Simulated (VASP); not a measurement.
# ZrSi2 (Cmcm) in VASP: a series of runs, part 2 of 2

VASP 6.6.1.

### Step 4. Atomic charges, MS2

File INCAR:

```
SYSTEM = ZrSi2
PREC = Accurate
ENCUT = 550
EDIFF = 1E-6
ISMEAR = 0
SIGMA = 0.01
LREAL = .FALSE.
LASPH = .TRUE.
NELM = 80
ALGO = Normal
ISIF = 2
LWAVE = .FALSE.
LCHARG = .FALSE.
METAGGA = MS2
LMIXTAU = .TRUE.
LORBIT = 11
```

File KPOINTS:

```
Automatic mesh
0
G
  7 7 7
  0 0 0
```

File POSCAR:

```
ZrSi2
1.0
    1.8530000000     -7.3675000000      0.0000000000
    1.8530000000      7.3675000000      0.0000000000
    0.0000000000      0.0000000000      3.6720000000
Zr Si
2 4
Direct
    0.1054000000      0.8946000000      0.2500000000
    0.8946000000      0.1054000000      0.7500000000
    0.7504000000      0.2496000000      0.2500000000
    0.2496000000      0.7504000000      0.7500000000
    0.4478000000      0.5522000000      0.2500000000
    0.5522000000      0.4478000000      0.7500000000
```

Potentials or basis: VASP PAW PBE potentials, release 64 (Zr_sv_GW, Si_GW).

Command:

```
$ cat potpaw_PBE.64/Zr_sv_GW/POTCAR potpaw_PBE.64/Si_GW/POTCAR > POTCAR
$ mpirun -np 1 vasp_std > vasp.out
```

OUTCAR:

```text
SYSTEM = ZrSi2
   PREC = Accurate
   ENCUT = 550
   EDIFF = 1E-6
   ISMEAR = 0
   LREAL = .FALSE.
   LASPH = .TRUE.
   NELM = 80
   ISIF = 2
   METAGGA = MS2
   LORBIT = 11

 ion  position               nearest neighbor table
   1  0.105  0.895  0.250-   6 2.72   6 2.72   6 2.72   6 2.72   4 2.81   4 2.81   3 2.83   3 2.83

   2  0.895  0.105  0.750-   5 2.72   5 2.72   5 2.72   5 2.72   3 2.81   3 2.81   4 2.83   4 2.83

   3  0.750  0.250  0.250-   4 2.61   4 2.61   4 2.61   4 2.61   2 2.81   2 2.81   1 2.83   1 2.83

   4  0.250  0.750  0.750-   3 2.61   3 2.61   3 2.61   3 2.61   1 2.81   1 2.81   2 2.83   2 2.83

   5  0.448  0.552  0.250-   6 2.40   6 2.40   2 2.72   2 2.72   2 2.72   2 2.72
   6  0.552  0.448  0.750-   5 2.40   5 2.40   1 2.72   1 2.72   1 2.72   1 2.72

  LATTYP: Found a base centered orthorhombic cell.
 ALAT       =     3.7060000000
 B/A-ratio  =     3.9759848894
 C/A-ratio  =     0.9908256881

  Lattice vectors:

 A1 = (   1.8530000000,  -7.3675000000,   0.0000000000)
 A2 = (   1.8530000000,   7.3675000000,   0.0000000000)
 A3 = (   0.0000000000,   0.0000000000,   3.6720000000)

[... 198 lines left out ...]
      4     -17.9495      2.00000
      5     -17.9277      2.00000
      6     -17.9232      2.00000
[... 637 lines left out ...]
     23      11.4108      0.00000
     24      11.8747      0.00000

 [... further k-points ...]
[... 5 lines left out ...]
  --------------------------------------------------------------------------------------
  -------------------------------------------------------------------------------------
  Total       -1.0612576     -0.0530010     -1.0844200      0.0000000      0.0000000      0.0000000
  in kB      -16.9591147     -0.8469665    -17.3292546      0.0000000      0.0000000      0.0000000
  external PRESSURE =     -11.7117786 kB  Pullay stress =       0.0000000 kB

 VOLUME and BASIS-vectors are now :
 -----------------------------------------------------------------------------
  energy-cutoff  :      550.00
  volume of cell :      100.26
      direct lattice vectors                 reciprocal lattice vectors
     1.853000000 -7.367500000  0.000000000     0.269832704 -0.067865626  0.000000000
     1.853000000  7.367500000  0.000000000     0.269832704  0.067865626  0.000000000
     0.000000000  0.000000000  3.672000000     0.000000000  0.000000000  0.272331155

 POSITION                                       TOTAL-FORCE (eV/Angst)
 -----------------------------------------------------------------------------------
      1.85300      5.81443      0.91800         0.000000     -0.092804      0.000000
      1.85300     -5.81443      2.75400         0.000000      0.092804     -0.000000
      1.85300     -3.68964      0.91800         0.000000      0.115078      0.000000
      1.85300      3.68964      2.75400         0.000000     -0.115078      0.000000
      1.85300      0.76917      0.91800         0.000000      0.119971      0.000000
      1.85300     -0.76917      2.75400         0.000000     -0.119971      0.000000
 -----------------------------------------------------------------------------------
    total drift:                                0.000000      0.000000     -0.000000

  FREE ENERGIE OF THE ION-ELECTRON SYSTEM (eV)
  ---------------------------------------------------
  free  energy   TOTEN  =       -62.6461266037 eV

  energy  without entropy=      -62.6460055823  energy(sigma->0) =      -62.64606609

 total charge

# of ion       s       p       d       f       tot
--------------------------------------------------
    1        2.058   5.634   1.191   0.008   8.892
    2        2.058   5.634   1.191   0.008   8.892
    3        0.741   0.856   0.070   0.000   1.667
    4        0.741   0.856   0.070   0.000   1.667
    5        0.758   0.926   0.080   0.000   1.763
    6        0.758   0.926   0.080   0.000   1.763
--------------------------------------------------
tot          7.114  14.832   2.681   0.017  24.644
```

stdout:

```text
POSCAR found type information on POSCAR ZrSi
 POSCAR found :  2 types and       6 ions
 scaLAPACK will be used
 -----------------------------------------------------------------------------
|                                                                             |
|                                                                             |
|     You enforced a specific xc type in the INCAR file but a different       |
|     I HOPE YOU KNOW WHAT YOU ARE DOING!                                     |
|                                                                             |
 -----------------------------------------------------------------------------

 LDA part: xc-table for (None), standard interpolation
 POSCAR, INCAR and KPOINTS ok, starting setup
 FFT: planning ... GRIDC
 FFT: planning ... GRID_SOFT
 FFT: planning ... GRID
 WAVECAR not read
 entering main loop
```

It took 14 min on 1 thread of Intel Xeon Platinum 8488C (Sapphire Rapids), shared host; peak memory 0.49 GiB.

Results:

```yaml
Free_energy: -62.6461 eV
Pressure: -1.2 GPa
Largest_force: 0.120 eV/Å
Band_gap_on_the_k_mesh: none (metal or under the smearing width)
Valence_electrons_inside_the_program's_atomic_spheres: Zr 8.89; Si 1.67, 1.76
```

Forces in eV/Å, atoms in the order of the input:
```
Zr   0.000 -0.093  0.000
Zr   0.000  0.093  0.000
Si   0.000  0.115  0.000
Si   0.000 -0.115  0.000
Si   0.000  0.120  0.000
Si   0.000 -0.120  0.000
```

Stress tensor (GPa, compression positive):
```
-1.70  0.00  0.00
 0.00 -0.08  0.00
 0.00  0.00 -1.73
```

Caveat: the PAW data sets were made with another functional, which shifts forces and pressure a little.

### Step 5. The runs side by side

```tsv
task	level	potentials or basis	cutoff (eV)	smearing	further INCAR settings	gap on the mesh (eV)	pressure (GPa)	largest force (eV/Å)
single point	PBE	VASP PAW PBE potentials, release 54 (Zr_sv, Si)	520	gaussian 0.05 eV	ALGO = Fast; EDIFF = 1e-06	none	0.9	0.17
single point	PBE	VASP PAW PBE potentials, release 54 (Zr_sv, Si)	520	gaussian 0.05 eV	ALGO = Fast; EDIFF = 1.00e-06	none	0.9	0.17
atomic charges	MS2	VASP PAW PBE potentials, release 64 (Zr_sv_GW, Si_GW)	550	gaussian 0.01 eV	ALGO = Normal; EDIFF = 1e-06	none	-1.2	0.12
```

Alike in all rows: no spin polarisation; cell as given; k mesh 7 × 7 × 7.

Caveats: the PAW data sets were made with another functional, which shifts forces and pressure a little (some runs).

Total energies depend on the potentials used, so only differences within one code and one set of settings carry meaning.
